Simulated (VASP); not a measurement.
Here is a VASP 6.6.1 calculation.

POSCAR

```
SrCl2
1.0
    0.0000000000      3.4883500000      3.4883500000
    3.4883500000      0.0000000000      3.4883500000
    3.4883500000      3.4883500000      0.0000000000
Sr Cl
1 2
Direct
    0.0000000000      0.0000000000      0.0000000000
    0.7500000000      0.7500000000      0.7500000000
    0.2500000000      0.2500000000      0.2500000000
```

Contents of INCAR.step1:

```
SYSTEM = SrCl2
PREC = Accurate
ENCUT = 520
EDIFF = 1E-6
ISMEAR = 0
SIGMA = 0.02
LREAL = .False.
LASPH = .True.
NELM = 100
ALGO = Fast
ISIF = 2
LWAVE = .False.
LCHARG = .True.
```

File KPOINTS.step1:

```
regular mesh
0
Gamma
  8 8 8
  0 0 0
```

INCAR.step2

```
SYSTEM = SrCl2
PREC = Accurate
ENCUT = 520
EDIFF = 1E-6
ISMEAR = 0
SIGMA = 0.05
LREAL = .False.
LASPH = .True.
NELM = 100
ALGO = Fast
ISIF = 2
LWAVE = .False.
LCHARG = .False.
ICHARG = 11
```

The input KPOINTS.step2:

```
path GXWKGLUWLK,UX
20
line-mode
reciprocal
 0.0000000000  0.0000000000  0.0000000000  G
 0.5000000000  0.0000000000  0.5000000000  X

 0.5000000000  0.0000000000  0.5000000000  X
 0.5000000000  0.2500000000  0.7500000000  W

 0.5000000000  0.2500000000  0.7500000000  W
 0.3750000000  0.3750000000  0.7500000000  K

 0.3750000000  0.3750000000  0.7500000000  K
 0.0000000000  0.0000000000  0.0000000000  G

 0.0000000000  0.0000000000  0.0000000000  G
 0.5000000000  0.5000000000  0.5000000000  L

 0.5000000000  0.5000000000  0.5000000000  L
 0.6250000000  0.2500000000  0.6250000000  U

 0.6250000000  0.2500000000  0.6250000000  U
 0.5000000000  0.2500000000  0.7500000000  W

 0.5000000000  0.2500000000  0.7500000000  W
 0.5000000000  0.5000000000  0.5000000000  L

 0.5000000000  0.5000000000  0.5000000000  L
 0.3750000000  0.3750000000  0.7500000000  K

 0.6250000000  0.2500000000  0.6250000000  U
 0.5000000000  0.0000000000  0.5000000000  X
```

Potentials or basis: VASP PAW LDA potentials, release 64 (Sr_sv, Cl).

Run with:

```sh
$ cat potpaw_LDA.64/Sr_sv/POTCAR potpaw_LDA.64/Cl/POTCAR > POTCAR
$ cp INCAR.step1 INCAR
$ cp KPOINTS.step1 KPOINTS
$ mpirun -np 1 vasp_std > vasp.out
$ cp INCAR.step2 INCAR
$ cp KPOINTS.step2 KPOINTS
$ mpirun -np 1 vasp_std > vasp.out
```

Question: Estimate the band gap along the path.

Answer: 4.89 eV, indirect (least direct gap 5.15 eV).

Question: Predict the band gap on the k mesh.

Answer: 4.89 eV, indirect (least direct gap 5.15 eV).

Levels at the corners of the path, in eV from the valence-band top:
```csv
point,band 10,band 11,band 12,band 13,band 14,band 15
Γ,-0.35,-0.35,-0.35,4.89,5.82,5.82
X,-0.42,-0.42,0.00,5.15,6.81,7.36
X,-0.42,-0.42,0.00,5.15,6.81,7.35
W,-1.25,-0.33,-0.10,5.90,6.72,6.99
W,-1.25,-0.33,-0.10,5.90,6.72,6.99
K,-0.75,-0.56,-0.11,5.62,6.89,7.06
K,-0.75,-0.56,-0.11,5.62,6.89,7.06
Γ,-0.35,-0.35,-0.35,4.89,5.82,5.82
Γ,-0.35,-0.35,-0.35,4.89,5.82,5.82
L,-1.38,-1.08,-1.08,6.44,6.44,7.30
L,-1.38,-1.08,-1.08,6.44,6.44,7.30
U,-0.75,-0.56,-0.11,5.62,6.89,7.06
U,-0.75,-0.56,-0.11,5.62,6.89,7.06
W,-1.25,-0.33,-0.10,5.90,6.72,6.99
W,-1.25,-0.33,-0.10,5.90,6.72,6.99
L,-1.38,-1.08,-1.08,6.44,6.44,7.30
L,-1.38,-1.08,-1.08,6.44,6.44,7.30
K,-0.75,-0.56,-0.11,5.62,6.89,7.06
U,-0.75,-0.56,-0.11,5.62,6.89,7.06
X,-0.42,-0.42,0.00,5.15,6.81,7.35
```

Caveat: the log is that of the step along the path at fixed density, whose energy, stress, charges and moments have no meaning. As with any semilocal functional, this LDA gap is likely too small.
